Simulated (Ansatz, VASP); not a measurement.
## B in VASP and in Ansatz

```
B
1.0
     0.00000    1.70011    1.70011
     1.70011    0.00000    1.70011
     1.70011    1.70011    0.00000
B
2
Direct
  0.87500 0.87500 0.87500
  0.12500 0.12500 0.12500
```

Change from the starting cell: volume scaled by 0.6, LAPW.

Alike in both runs: task single point; functional PBEsol; k mesh 18 × 18 × 18; occupations fermi-dirac, width 0.05 eV; no spin polarisation.

|  | VASP | Ansatz |
| --- | --- | --- |
| version | VASP 6.6.1 | Ansatz 0.2.0 |
| potentials or method | VASP PAW PBE potentials, release 64 (B), cutoff 520 eV | all-electron LAPW, scalar-relativistic |

```tsv
	VASP	Ansatz	Ansatz less VASP
pressure (GPa)	225.2	223.6	-1.67
```

Ansatz ran all-electron here, so the differences hold the error of VASP's frozen core and of both bases.

Caveats: the cell as given lies far from equilibrium; so large a pressure means that the cell lies far from this level's equilibrium, or that cutoff or potentials fall short (VASP); the potentials were made for another functional, which shifts forces and pressure (VASP).
